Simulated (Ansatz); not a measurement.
Te$_{2}$Mo (space group P6_3/mmc) relaxed with several functionals in Ansatz (plane waves to 420 eV, scalar-relativistic PAW, no spin-orbit coupling, symmetry kept). The database cell has 45.40 Å³/atom; its temperature or method isn't stated, so the comparison with it is no error of the functional. No moments. Changes this large mean that the database cell isn't near a minimum at this level (missing atoms, another pressure, a lost magnetic state or a collapse).

```csv
functional,conventional cell,V (Å³/atom),against the database cell (%),gap on mesh (eV),largest moment (μB)
PBE+D3(BJ),"a = 3.497 Å, b = 3.497 Å, c = 13.702 Å, α = 90.00°, β = 90.00°, γ = 120.00°",24.18,-46.7,0.67,0.00
PBEsol,"a = 3.494 Å, b = 3.494 Å, c = 14.008 Å, α = 90.00°, β = 90.00°, γ = 120.00°",24.69,-45.6,0.80,0.00
PBE,"a = 3.557 Å, b = 3.557 Å, c = 15.347 Å, α = 90.00°, β = 90.00°, γ = 120.00°",28.02,-38.3,1.03,0.00
```

  An atom lies near a switch of its D3 coefficient C6 between reference coordination numbers, so the dispersion energy changes steeply there and can make or shift the minimum.